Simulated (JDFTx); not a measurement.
# SbPt (P6_3/mmc) in JDFTx: reference runs

How does SbPt come out in PBEsol? The cell is run as given.

Program: JDFTx 1.7.0 (patched build). These are calculated values, not measurements. Logs are shortened: lines on timing, memory, paths and dates and some standing lists are left out, and cuts for length are marked. The log counts tension as positive stress, the text compression.

### 1 The structure

The structure is hexagonal, space group P6_3/mmc (No. 194). The conventional cell has a = 4.120 Å, b = 4.120 Å, c = 5.470 Å, α = 90.00°, β = 90.00°, γ = 120.00°. Pt (site symmetry -3m) is surrounded by 2 Pt at 2.73 Å and 6 Sb at 2.74 Å. Around Sb (site symmetry -6m2) lie 6 Pt at 2.74 Å.

### 2 Single point, PBEsol

SbPt.in

```
lattice \
    7.7856716335    -3.8928358167     0.0000000000 \
    0.0000000000     6.7425894201     0.0000000000 \
    0.0000000000     0.0000000000    10.3368019017
coords-type Lattice
ion Pt     0.0000000000     0.0000000000     0.5000000000 1
ion Pt     0.0000000000     0.0000000000     0.0000000000 1
ion Sb     0.6666666667     0.3333333333     0.7500000000 1
ion Sb     0.3333333333     0.6666666667     0.2500000000 1

ion-species pseudo/Pt.upf
ion-species pseudo/Sb.upf
elec-cutoff 42 336
elec-ex-corr gga-PBEsol
kpoint-folding 8 8 5
elec-smearing Fermi 0.0018374661
elec-n-bands 42
electronic-SCF nIterations 100 energyDiffThreshold 1e-09
electronic-minimize nIterations 30 energyDiffThreshold 1e-7
converge-empty-states yes
forces-output-coords Cartesian

dump-name run.$VAR
dump End Ecomponents EigStats BandEigs Kpoints Forces Stress
```

Potentials or basis: PseudoDojo-SR-PBEsol-0.4.1-standard with smoothed tails.

Run with:

```bash
$ jdftx -c 1 -i SbPt.in -o SbPt.out
```

The log of the run:

```text
*************** JDFTx 1.7.0 (patched build) ***************

Input parsed successfully to the following command list (including defaults):
[... the input with its defaults ...]

---------- Setting up symmetries ----------

Found 24 point-group symmetries of the bravais lattice
Found 24 space-group symmetries with basis
Applied RMS atom displacement 3.17849e-10 bohrs to make symmetries exact.

---------- Initializing the Grid ----------
R =
[      7.78567     -3.89284            0  ]
[            0      6.74259            0  ]
[            0            0      10.3368  ]
unit cell volume = 542.636
G =
[   0.807019   0.465933         -0  ]
[          0   0.931865          0  ]
[          0         -0   0.607846  ]
Minimum fftbox size, Smin = [  68  68  88  ]
Chosen fftbox size, S = [  70  70  90  ]

---------- Initializing tighter grid for wavefunction operations ----------
R =
[      7.78567     -3.89284            0  ]
[            0      6.74259            0  ]
[            0            0      10.3368  ]
unit cell volume = 542.636
G =
[   0.807019   0.465933         -0  ]
[          0   0.931865          0  ]
[          0         -0   0.607846  ]
Minimum fftbox size, Smin = [  48  48  64  ]
Chosen fftbox size, S = [  48  48  64  ]

---------- Exchange Correlation functional ----------
Initalized PBEsol GGA exchange.
Initalized PBEsol GGA correlation.

---------- Setting up pseudopotentials ----------
Width of ionic core gaussian charges (only for fluid interactions / plotting) set to 0

Reading pseudopotential file 'pseudo/Pt.upf':
  'Pt' pseudopotential, 'PBESOL' functional
  Generated using ONCVPSP code by D. R. Hamann
  18 valence electrons, 4 orbitals, 8 projectors, 1001 radial grid points, with lMax = 3
    5S    l: 0   occupation:  2.0   eigenvalue: -3.744084
    5P    l: 1   occupation:  6.0   eigenvalue: -2.059473
    5D    l: 2   occupation:  9.0   eigenvalue: -0.226650
    6S    l: 0   occupation:  1.0   eigenvalue: -0.209389
  Core radius for overlap checks: 1.88 bohrs.

Reading pseudopotential file 'pseudo/Sb.upf':
  'Sb' pseudopotential, 'PBESOL' functional
  Generated using ONCVPSP code by D. R. Hamann
  15 valence electrons, 3 orbitals, 6 projectors, 1001 radial grid points, with lMax = 2
    4D    l: 2   occupation: 10.0   eigenvalue: -1.229265
    5S    l: 0   occupation:  2.0   eigenvalue: -0.473197
    5P    l: 1   occupation:  3.0   eigenvalue: -0.178030
  Core radius for overlap checks: 2.05 bohrs.

Initialized 2 species with 4 total atoms.

Folded 1 k-points by 8x8x5 to 320 k-points.

---------- Setting up k-points, bands, fillings ----------
Reduced to 30 k-points under symmetry.
Computing the number of bands and number of electrons
Calculating initial fillings.
nElectrons:  66.000000   nBands: 42   nStates: 30

----- Setting up reduced wavefunction bases (one per k-point) -----
average nbasis = 7053.641 , ideal nbasis = 7054.674

---------- Setting up ewald sum ----------
Optimum gaussian width for ewald sums = 2.582675 bohr.
Real space sum over 1089 unit cells with max indices [  5  5  4  ]
Reciprocal space sum over 2873 terms with max indices [  6  6  8  ]

---------- Allocating electronic variables ----------
Initializing wave functions:  linear combination of atomic orbitals
Note: number of bands (42) exceeds available atomic orbitals (38)
Pt pseudo-atom occupations:   s ( 2 0 )  p ( 6 )  d ( 10 )
Sb pseudo-atom occupations:   s ( 2 )  p ( 3 )  d ( 10 )
	FillingsUpdate:  mu: +0.637912331  nElectrons: 66.000000
LCAOMinimize: Iter:   0  F: -402.3736096616183886  |grad|_K:  8.764e-03  alpha:  1.000e+00
	FillingsUpdate:  mu: +0.725936016  nElectrons: 66.000000
LCAOMinimize: Iter:   1  F: -402.9159869554823103  |grad|_K:  3.319e-03  alpha:  4.589e-01  linmin:  1.875e-01  cgtest: -1.167e+00
LCAOMinimize: 	Bad step direction: g.d > 0.
[... 16 lines of inner loops ...]
LCAOMinimize: Iter:   7  F: -403.0363785834372266  |grad|_K:  1.066e-06  alpha:  6.541e-01  linmin:  2.903e-05  cgtest:  3.649e-05
	FillingsUpdate:  mu: +0.659023376  nElectrons: 66.000000
LCAOMinimize: Iter:   8  F: -403.0363785950353304  |grad|_K:  1.151e-07  alpha:  3.859e-01  linmin:  2.609e-04  cgtest: -1.781e-03
LCAOMinimize: Converged (|Delta F|<1.000000e-06 for 2 iters).

-------- Electronic minimization -----------
Will mix electronic density at each iteration.
	FillingsUpdate:  mu: +0.659023376  nElectrons: 66.000000
	FillingsUpdate:  mu: +0.643414985  nElectrons: 66.000000
SCF: Cycle:  0   F: -403.208237926412153   dF: -1.719e-01   |Residual|: 1.455e-01   |deigs|: 1.136e-01
	FillingsUpdate:  mu: +0.631530049  nElectrons: 66.000000
SCF: Cycle:  1   F: -403.223795522013063   dF: -1.556e-02   |Residual|: 5.001e-02   |deigs|: 1.898e-02
	FillingsUpdate:  mu: +0.632875486  nElectrons: 66.000000
SCF: Cycle:  2   F: -403.226368164367955   dF: -2.573e-03   |Residual|: 2.715e-02   |deigs|: 5.972e-03
	FillingsUpdate:  mu: +0.631736924  nElectrons: 66.000000
SCF: Cycle:  3   F: -403.226558152383120   dF: -1.900e-04   |Residual|: 4.723e-03   |deigs|: 2.916e-03
	FillingsUpdate:  mu: +0.631963459  nElectrons: 66.000000
SCF: Cycle:  4   F: -403.226565186584594   dF: -7.034e-06   |Residual|: 1.024e-03   |deigs|: 6.628e-04
	FillingsUpdate:  mu: +0.632000338  nElectrons: 66.000000
SCF: Cycle:  5   F: -403.226566080660518   dF: -8.941e-07   |Residual|: 4.802e-04   |deigs|: 8.890e-05
	FillingsUpdate:  mu: +0.632000009  nElectrons: 66.000000
SCF: Cycle:  6   F: -403.226566395939244   dF: -3.153e-07   |Residual|: 1.170e-04   |deigs|: 5.170e-05
	FillingsUpdate:  mu: +0.632010849  nElectrons: 66.000000
SCF: Cycle:  7   F: -403.226566504715322   dF: -1.088e-07   |Residual|: 3.808e-05   |deigs|: 1.830e-05
	FillingsUpdate:  mu: +0.632011638  nElectrons: 66.000000
SCF: Cycle:  8   F: -403.226566542797684   dF: -3.808e-08   |Residual|: 2.032e-05   |deigs|: 6.577e-06
	FillingsUpdate:  mu: +0.632010948  nElectrons: 66.000000
SCF: Cycle:  9   F: -403.226566559258060   dF: -1.646e-08   |Residual|: 1.114e-05   |deigs|: 7.553e-06
	FillingsUpdate:  mu: +0.632011453  nElectrons: 66.000000
SCF: Cycle: 10   F: -403.226566564897837   dF: -5.640e-09   |Residual|: 6.714e-06   |deigs|: 5.797e-06
	FillingsUpdate:  mu: +0.632011939  nElectrons: 66.000000
SCF: Cycle: 11   F: -403.226566567600116   dF: -2.702e-09   |Residual|: 5.723e-06   |deigs|: 6.061e-06
	FillingsUpdate:  mu: +0.632011598  nElectrons: 66.000000
SCF: Cycle: 12   F: -403.226566568532519   dF: -9.324e-10   |Residual|: 2.524e-06   |deigs|: 5.141e-06
	FillingsUpdate:  mu: +0.632011593  nElectrons: 66.000000
SCF: Cycle: 13   F: -403.226566568961346   dF: -4.288e-10   |Residual|: 1.583e-06   |deigs|: 5.149e-06
SCF: Converged (|Delta E|<1.000000e-09 for 2 iters).

Setting wave functions to eigenvectors of Hamiltonian
Converging empty states (this may take a while):
EmptyStates: None of the convergence criteria satisfied.
|deigs|: 1.311e-04

# Stress tensor in Cartesian coordinates [Eh/a0^3]:
[ -0.000140441            0            0  ]
[            0 -0.000140441            0  ]
[            0            0 -0.000112036  ]

# Ionic positions in lattice coordinates:
ion Pt   0.000000000000000   0.000000000000000   0.500000000000000 1
ion Pt   0.000000000000000   0.000000000000000   0.000000000000000 1
ion Sb   0.666666666666667   0.333333333333333   0.750000000000000 1
ion Sb   0.333333333333333   0.666666666666667   0.250000000000000 1

# Forces in Cartesian coordinates:
force Pt   0.000000000000000   0.000000000000000  -0.000000000000000 1
force Pt   0.000000000000000   0.000000000000000  -0.000000000000000 1
force Sb  -0.000000000000000   0.000000000000000   0.000000000000000 1
force Sb  -0.000000000000000   0.000000000000000   0.000000000000000 1

# Energy components:
   Eewald =     -297.8596162319032601
       EH =       91.1154663491993233
     Eloc =     -302.3023870031870501
      Enl =      -22.6813700673341252
      Exc =      -92.4874389093602218
 Exc_core =       39.5101603508374168
       KE =      181.4794776337561473
-------------------------------------
     Etot =     -403.2257078779917947
       TS =        0.0008586909695326
-------------------------------------
        F =     -403.2265665689613456

IonicMinimize: Iter:   0  F: -403.226566568961346  |grad|_K:       -nan
IonicMinimize: None of the convergence criteria satisfied after 0 iterations.

#--- Lowdin population analysis ---
# oxidation-state Pt +0.143 +0.143
# oxidation-state Sb +0.028 +0.028

Dumping 'run.eigStats' ...
	eMin: -3.006130 at state 0 ( [ +0.000000 +0.000000 +0.000000 ] spin 0 )
	HOMO: +0.631848 at state 10 ( [ +0.000000 +0.375000 +0.200000 ] spin 0 )
	mu  : +0.632012
	LUMO: +0.632543 at state 21 ( [ +0.125000 +0.375000 +0.000000 ] spin 0 )
	eMax: +1.020433 at state 25 ( [ +0.250000 +0.250000 +0.200000 ] spin 0 )
	HOMO-LUMO gap: +0.000694
	Optical gap  : +0.016538 at state 7 ( [ +0.000000 +0.250000 +0.200000 ] spin 0 )
WARNING: the last solve of the electrons (or of bands or displaced states from it) ended unconverged.
Done!
```

Run time: 3.9 min. Hardware: 1 thread of Intel Xeon 6975P-C (Granite Rapids), shared host; peak memory 0.53 GiB.

What came out:

```yaml
Free_energy: -10972.3538 eV
Pressure: 3.9 GPa
Band_gap_on_the_k_mesh: none (metal or under the smearing width)
```

Stress tensor (GPa, compression positive):
```
4.13 0.00 0.00
0.00 4.13 0.00
0.00 0.00 3.30
```

Levels at points of the mesh, in eV from the Fermi level:
```tsv
k point	band 31	band 32	band 33	band 34	band 35	band 36
(0.00, 0.00, 0.00)	-0.10	-0.10	0.75	2.33	2.36	3.66
(0.00, 0.50, 0.00)	-2.74	-2.36	-2.17	-0.59	1.92	4.28
```

Caveat: the empty levels aren't tightly converged.
